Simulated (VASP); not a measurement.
Here is a VASP 6.6.1 calculation.

INCAR

```
ALGO = Normal ; EDIFF = 1E-6
ENCUT = 520 ; ISIF = 2
ISMEAR = 0 ; LASPH = True
LCHARG = True ; LELF = True
LMIXTAU = True ; LREAL = False
LVHAR = True ; LWAVE = False
METAGGA = R2SCAN ; NBANDS = 26
NELM = 80 ; PREC = Accurate
SIGMA = 0.02
```

File KPOINTS:

```
k-points
0
Gamma
  12 12 12
```

File POSCAR:

```
SiGe
1.0
    0.0000000000      2.7730400000      2.7730400000
    2.7730400000      0.0000000000      2.7730400000
    5.5457600000      5.5457600000      0.0003200000
Ge Si
2 2
Direct
    0.0031000000      0.0031000000      0.9953600000
    0.2469000000      0.2469000000      0.1296400000
    0.9970800000      0.9970800000      0.5043700000
    0.2529200000      0.2529200000      0.6206300000
```

Potentials or basis: VASP PAW PBE potentials, release 64 (Ge_d, Si).

The run is started by

```bash
$ cat potpaw_PBE.64/Ge_d/POTCAR potpaw_PBE.64/Si/POTCAR > POTCAR
$ mpirun -np 1 vasp_std > vasp.out
```

Question: Predict the pressure.

Answer: 0.2 GPa.

Question: Estimate the largest force.

Answer: 0.006 eV/Å.

Question: Predict the band gap on the k mesh.

Answer: 0.62 eV, indirect (least direct gap 0.81 eV).

Forces in eV/Å, atoms in the order of the input:
```
Ge  -0.001 -0.001  0.000
Ge   0.001  0.001  0.000
Si  -0.003 -0.003  0.004
Si   0.003  0.003 -0.004
```

Caveat: the PAW data sets were made with another functional, which shifts forces and pressure a little. r2SCAN opens gaps a little over a GGA but as a rule still falls short of measured ones.
